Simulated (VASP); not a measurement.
# HgTe (Coloradoite) (F-43m) in VASP: further runs

The runs below take HgTe (Coloradoite) through optical spectrum, phonons, with PBE.

All numbers are computed with VASP 6.6.1; they aren't measurements. Logs are shortened: lines on timing, memory, paths and dates and some standing lists are left out, and cuts for length are marked.

## 1. Starting point

It takes space group F-43m (No. 216, cubic). Conventional cell: a = 6.516 Å, b = 6.516 Å, c = 6.516 Å, α = 90.00°, β = 90.00°, γ = 90.00°. Hg (site symmetry -43m) is surrounded by 4 Te at 2.82 Å. Te (site symmetry -43m) has 4 Hg at 2.82 Å as nearest neighbours.

## 2. Optical spectrum, PBE

The input, INCAR:

```
PREC = Accurate
ENCUT = 520
EDIFF = 1E-6
ISMEAR = 0
SIGMA = 0.03
LREAL = F
LASPH = T
NELM = 80
ALGO = Normal
ISIF = 2
LWAVE = F
LCHARG = F
GGA = PE
LOPTICS = T
NBANDS = 41
NEDOS = 2000
CSHIFT = 0.1
```

The input, KPOINTS:

```
regular mesh
0
Gamma
  10 10 10
```

The input, POSCAR:

```
HgTe                                    
1.0
    0.0000000000      3.2580088205      3.2580088205
    3.2580088205      0.0000000000      3.2580088205
    3.2580088205      3.2580088205      0.0000000000
  Hg              Te            
     1     1
Direct
     0.0000000000000000    0.0000000000000000    0.0000000000000000
     0.2500000000000000    0.2500000000000000    0.2500000000000000
```

Potentials or basis: VASP PAW PBE potentials, release 64 (Hg, Te).

Run with:

```
cat potpaw_PBE.64/Hg/POTCAR potpaw_PBE.64/Te/POTCAR > POTCAR
mpirun -np 1 vasp_std > vasp.out
```

OUTCAR:

```text
PREC = Accurate
   ENCUT = 520
   EDIFF = 1E-6
   ISMEAR = 0
   LREAL = F
   LASPH = T
   NELM = 80
   ISIF = 2
   GGA = PE

 ion  position               nearest neighbor table
   1  0.000  0.000  0.000-   2 2.82   2 2.82   2 2.82   2 2.82
   2  0.250  0.250  0.250-   1 2.82   1 2.82   1 2.82   1 2.82

  LATTYP: Found a face centered cubic cell.
 ALAT       =     6.5160176410

  Lattice vectors:

 A1 = (   0.0000000000,   3.2580088205,   3.2580088205)
 A2 = (   3.2580088205,   0.0000000000,   3.2580088205)
 A3 = (   3.2580088205,   3.2580088205,   0.0000000000)

Analysis of symmetry for initial positions (statically):
=====================================================================
 Subroutine PRICEL returns:
 Original cell was already a primitive cell.

 Routine SETGRP: Setting up the symmetry group for a
 face centered cubic supercell.

 Subroutine GETGRP returns: Found 24 space group operations
 (whereof 24 operations were pure point group operations)
 out of a pool of 48 trial point group operations.

The static configuration has the point symmetry T_d .

Analysis of symmetry for dynamics (positions and initial velocities):
=====================================================================
 Subroutine PRICEL returns:
 Original cell was already a primitive cell.

 Routine SETGRP: Setting up the symmetry group for a
 face centered cubic supercell.

 Subroutine GETGRP returns: Found 24 space group operations
 (whereof 24 operations were pure point group operations)
 out of a pool of 48 trial point group operations.

The dynamic configuration has the point symmetry T_d .

 Subroutine INISYM returns: Found 24 space group operations
 (whereof 24 operations are pure point group operations),
 and found     1 'primitive' translations

----------------------------------------------------------------------------------------

                                     Primitive cell

  volume of cell :      69.1651

  direct lattice vectors                    reciprocal lattice vectors
     0.000000000  3.258008821  3.258008821    -0.153467970  0.153467970  0.153467970
     3.258008821  0.000000000  3.258008821     0.153467970 -0.153467970  0.153467970
     3.258008821  3.258008821  0.000000000     0.153467970  0.153467970 -0.153467970

  length of vectors
     4.607520260  4.607520260  4.607520260     0.265814321  0.265814321  0.265814321

  position of ions in fractional coordinates (direct lattice)
     0.000000000  0.000000000  0.000000000
     0.250000000  0.250000000  0.250000000

  ion indices of the primitive-cell ions
   primitive index   ion index
                 1           1
                 2           2

----------------------------------------------------------------------------------------

 KPOINTS: regular mesh

Automatic generation of k-mesh.
 Grid dimensions read from file:
 generate k-points for:   10   10   10

 Generating k-lattice:

  Cartesian coordinates                     Fractional coordinates (reciprocal lattice)
    -0.015346797  0.015346797  0.015346797     0.100000000  0.000000000  0.000000000
     0.015346797 -0.015346797  0.015346797     0.000000000  0.100000000  0.000000000
     0.015346797  0.015346797 -0.015346797     0.000000000  0.000000000  0.100000000

  Length of vectors
     0.026581432  0.026581432  0.026581432

  Shift w.r.t. Gamma in fractional coordinates (k-lattice)
     0.000000000  0.000000000  0.000000000

 Subroutine IBZKPT returns following result:
 ===========================================

 Found     47 irreducible k-points:

 Following reciprocal coordinates:
            Coordinates               Weight
  0.000000  0.000000  0.000000      1.000000
  0.100000  0.000000  0.000000      8.000000
  0.200000  0.000000  0.000000      8.000000
  0.300000  0.000000  0.000000      8.000000
  0.400000  0.000000  0.000000      8.000000
  0.500000  0.000000  0.000000      4.000000
[... 16 lines left out ...]
  0.300000  0.300000  0.000000      6.000000
  0.400000  0.300000  0.000000     24.000000
 [... further k-points ...]
   k-points           NKPTS =     47   k-points in BZ     NKDIM =     47   number of bands    NBANDS=     41
   number of dos      NEDOS =   2000   number of ions     NIONS =      2
   total plane-waves  NPLWV =  46656
   dimension x,y,z NGX =    36 NGY =   36 NGZ =   36
   dimension x,y,z NGXF=    72 NGYF=   72 NGZF=   72
   ions per type =               1   1
   NGX,Y,Z   is equivalent  to a cutoff of  12.99, 12.99, 12.99 a.u.
   NGXF,Y,Z  is equivalent  to a cutoff of  25.98, 25.98, 25.98 a.u.
 SYSTEM =  unknown system
   PREC   = accura    normal or accurate (medium, high low for compatibility)
   ISTART =      0    job   : 0-new  1-cont  2-samecut
   ICHARG =      2    charge: 1-file 2-atom 10-const
   ISPIN  =      1    spin polarized calculation?
   LNONCOLLINEAR =      F non collinear calculations
   LSORBIT =      F    spin-orbit coupling
   LASPH  =      T    aspherical Exc in radial PAW
   ENCUT  =  520.0 eV  38.22 Ry    6.18 a.u.   8.57  8.57  8.57*2*pi/ulx,y,z
   NELM   =     80;   NELMIN=  2; NELMDL= -5     # of ELM steps
   EDIFF  = 0.1E-05   stopping-criterion for ELM
   LREAL  =      F    real-space projection
   EDIFFG = 0.1E-04   stopping-criterion for IOM
   NSW    =      0    number of steps for IOM
   IBRION =     -1    ionic relax: 0-MD 1-quasi-New 2-CG
   NFREE  =      0    steps in history (QN), initial steepest desc. (CG)
   ISIF   =      2    stress and relaxation
   ISYM   =      2    0-nonsym 1-usesym 2-fastsym
   POTIM  = 0.5000    time-step for ionic-motion
   TEBEG  =    0.0;   TEEND  =   0.0 temperature during run
   PSTRESS=    0.0 pullay stress
   NELECT =      18.0000    total number of electrons
   NUPDOWN=      -1.0000    fix difference up-down
   EMIN   =  10.00;   EMAX   =-10.00  energy-range for DOS
   EFERMI =   0.00;   METHOD = LEGACY
   ISMEAR =     0;   SIGMA  =   0.03  broadening in eV -4-tet -1-fermi 0-gaus
   EFERMI_NEDOS =   21; number of points for ismear=-14 and -15
   IALGO  =     38    algorithm
   IMIX   =      4    mixing-type and parameters
     AMIX     =   0.40;   BMIX     =  1.00
     AMIX_MAG =   1.60;   BMIX_MAG =  1.00
  volume/ion in A,a.u.               =      34.58       233.37
  Fermi-wavevector in a.u.,A,eV,Ry     =   1.045210  1.975160 14.863864  1.092463
  Thomas-Fermi vector in A             =   2.179996
   LORBIT       =      0    0 simple, 1 ext, 2 COOP (PROOUT), +10 PAW based schemes
   GGA     = PE    functional components
   LHFCALC =     F    Hartree Fock is set to
   AEXX    =    0.0000 exact exchange contribution
   IVDW    =     0    specifies the selected vdW correction
   LEPSILON=     F    determine dielectric tensor
   LRPA    =     F    only Hartree local field effects (RPA)
 non-spin polarized calculation
 Gauss-broadening in eV      SIGMA  =   0.03
  energy-cutoff  :      520.00
  volume of cell :       69.17
 maximum number of plane-waves:      1892
 NGX is ok and might be reduce to    36
   NGX = 17   NGY = 17   NGZ = 17

 number of electron      18.0000002 magnetization

 Free energy of the ion-electron system (eV)
  ---------------------------------------------------
  ext. energy  EPLUGINS =         0.00000000
  ---------------------------------------------------
  free energy    TOTEN  =        -3.61739669 eV

  energy without entropy =       -3.61735041  energy(sigma->0) =       -3.61737355

 E-fermi :   2.8539     XC(G=0):  -8.6339

 val. band max:        2.8447926551   @ k =   0.0000   0.0000   0.0000
 cond. band min:       3.3562317996   @ k =   0.1000   0.0000   0.0000
 fundamental gap:      0.5114391445
 Fermi energy:         2.8539297502

 k-point     1 :       0.0000    0.0000    0.0000
  band No.  band energies     occupation
      1      -8.9716      2.00000
      2      -4.3712      2.00000
      3      -4.3712      2.00000
      4      -4.3712      2.00000
      5      -3.8700      2.00000
      6      -3.8700      2.00000
[... 13 lines left out ...]
     20      14.9387      0.00000
     21      21.7887      0.00000
[... 529 lines left out ...]
 k-point    24 :       0.4000    0.3000    0.0000
  band No.  band energies     occupation
      1      -8.3960      2.00000
      2      -4.2175      2.00000
      3      -4.1344      2.00000
      4      -4.1044      2.00000
      5      -3.8260      2.00000
      6      -3.7737      2.00000
[... 13 lines left out ...]
     20      16.3965      0.00000
     21      17.1831      0.00000

 [... further k-points ...]

 [bands above 21 left out]

------------------------ aborting loop because EDIFF is reached ----------------------------------------

  FORCE on cell =-STRESS in cart. coord.  units (eV):
  Direction    XX          YY          ZZ          XY          YZ          ZX
  --------------------------------------------------------------------------------------
  -------------------------------------------------------------------------------------
  Total        1.0918049      1.0918049      1.0918049      0.0000000      0.0000000      0.0000000
  in kB       25.2911658     25.2911658     25.2911658      0.0000000      0.0000000      0.0000000
  external PRESSURE =      25.2911658 kB  Pullay stress =       0.0000000 kB

 VOLUME and BASIS-vectors are now :
 -----------------------------------------------------------------------------
  energy-cutoff  :      520.00
  volume of cell :       69.17
      direct lattice vectors                 reciprocal lattice vectors
     0.000000000  3.258008821  3.258008821    -0.153467970  0.153467970  0.153467970
     3.258008821  0.000000000  3.258008821     0.153467970 -0.153467970  0.153467970
     3.258008821  3.258008821  0.000000000     0.153467970  0.153467970 -0.153467970

 POSITION                                       TOTAL-FORCE (eV/Angst)
 -----------------------------------------------------------------------------------
      0.00000      0.00000      0.00000        -0.000000     -0.000000     -0.000000
      1.62900      1.62900      1.62900         0.000000      0.000000      0.000000
 -----------------------------------------------------------------------------------
    total drift:                               -0.000000     -0.000000     -0.000000

  FREE ENERGIE OF THE ION-ELECTRON SYSTEM (eV)
  ---------------------------------------------------
  free  energy   TOTEN  =        -3.6173966851 eV

  energy  without entropy=       -3.6173504064  energy(sigma->0) =       -3.61737355

 electrical conductivity sigma (Mega S m-1) (frequency dependency in vasprun.xml)
  --------------------------------------------------------------------------------------
       0.000       0.000      -0.000
       0.000       0.000       0.000
       0.000       0.000       0.000

  frequency dependent IMAGINARY DIELECTRIC FUNCTION (independent particle, no local field effects) density-density
     E(ev)      X         Y         Z        XY        YZ        ZX
  --------------------------------------------------------------------------------------------------------------
     0.00000     0.00000     0.00000     0.00000     0.00000     0.00000     0.00000
     0.51577     7.40398     7.40398     7.40398    -0.00000     0.00000    -0.00000
     1.03154     6.84370     6.84370     6.84370    -0.00000     0.00000    -0.00000
     1.54731    13.98479    13.98479    13.98479    -0.00000     0.00000    -0.00000
     2.06308     8.74875     8.74875     8.74875    -0.00000    -0.00000    -0.00000
     2.57884     6.20013     6.20013     6.20013    -0.00000     0.00000    -0.00000
[... 92 lines left out ...]
    50.54535     0.00064     0.00064     0.00064    -0.00000     0.00000    -0.00000
    51.06111     0.00061     0.00061     0.00061    -0.00000     0.00000    -0.00000

  frequency dependent      REAL DIELECTRIC FUNCTION (independent particle, no local field effects) density-density
     E(ev)        X           Y           Z          XY          YZ          ZX
  --------------------------------------------------------------------------------------------------------------
     0.00000    18.74076    18.74076    18.74076    -0.00000     0.00000    -0.00000
     0.51577    23.67033    23.67033    23.67033    -0.00000     0.00000    -0.00000
     1.03154    18.48387    18.48387    18.48387    -0.00000     0.00000    -0.00000
     1.54731    13.90106    13.90106    13.90106    -0.00000    -0.00000     0.00000
     2.06308     7.29386     7.29386     7.29386     0.00000     0.00000     0.00000
     2.57884     3.17392     3.17392     3.17392    -0.00000     0.00000     0.00000
[... 92 lines left out ...]
    50.54535     0.86752     0.86752     0.86752     0.00000     0.00000    -0.00000
    51.06111     0.87075     0.87075     0.87075     0.00000     0.00000    -0.00000

  frequency dependent IMAGINARY DIELECTRIC FUNCTION (independent particle, no local field effects) current-current
     E(ev)      X         Y         Z        XY        YZ        ZX
  --------------------------------------------------------------------------------------------------------------
     0.00000   136.84089   136.84089   136.84089     0.00000    -0.00000    -0.00000
     0.51577    16.06933    16.06933    16.06933     0.00000     0.00000     0.00000
     1.03154    10.21926    10.21926    10.21926    -0.00000    -0.00000     0.00000
     1.54731    15.61995    15.61995    15.61995     0.00000    -0.00000     0.00000
     2.06308     9.33257     9.33257     9.33257    -0.00000    -0.00000    -0.00000
     2.57884     6.35655     6.35655     6.35655     0.00000    -0.00000    -0.00000
[... 92 lines left out ...]
    50.54535     0.00012     0.00012     0.00012    -0.00000     0.00000     0.00000
    51.06111     0.00011     0.00011     0.00011    -0.00000     0.00000     0.00000

  frequency dependent      REAL DIELECTRIC FUNCTION (independent particle, no local field effects) current-current
     E(ev)        X           Y           Z          XY          YZ          ZX
  --------------------------------------------------------------------------------------------------------------
     0.00000    18.02791    18.02791    18.02791    -0.00000    -0.00000     0.00000
     0.51577    20.60397    20.60397    20.60397    -0.00000    -0.00000     0.00000
     1.03154    17.17581    17.17581    17.17581    -0.00000    -0.00000    -0.00000
     1.54731    12.09717    12.09717    12.09717    -0.00000    -0.00000    -0.00000
     2.06308     6.47865     6.47865     6.47865    -0.00000     0.00000    -0.00000
     2.57884     2.72572     2.72572     2.72572     0.00000     0.00000     0.00000
[... 92 lines left out ...]
    50.54535     0.86758     0.86758     0.86758     0.00000    -0.00000     0.00000
    51.06111     0.87081     0.87081     0.87081     0.00000    -0.00000     0.00000
```

It took 50 s on 1 thread of Intel Xeon 6975P-C (Granite Rapids), shared host; peak memory 0.33 GiB.

Results:

- Free energy: -3.6174 eV
- Pressure: 2.5 GPa
- Band gap on the k mesh: none (metal or under the smearing width)

Dielectric function (mean over the directions given):
```csv
energy (eV),real part,imaginary part
0.31,20.32,1.46
0.93,15.45,4.42
1.62,10.24,16.59
2.32,6.27,14.26
3.02,5.53,7.72
3.64,3.80,6.47
4.33,0.78,8.51
5.03,1.30,8.44
5.72,0.11,8.94
6.34,-3.18,5.93
7.04,-2.15,3.64
7.74,-1.68,2.13
8.43,-1.17,2.38
9.05,-1.34,2.22
9.75,-0.99,1.46
10.44,-0.66,1.07
11.14,-0.34,1.12
11.76,-0.12,0.93
12.46,-0.08,0.94
13.15,0.00,0.74
13.85,-0.10,0.59
14.47,0.19,0.50
15.16,0.26,0.52
15.86,0.34,0.44
16.56,0.49,0.58
17.18,0.48,0.70
17.87,0.35,0.58
18.57,0.38,0.40
19.26,0.46,0.49
19.96,0.45,0.36
```

Caveat: independent-particle spectra lack excitons; the intraband (Drude) part of a metal's response may be missing.

(Part 1 of 2 ends here.)
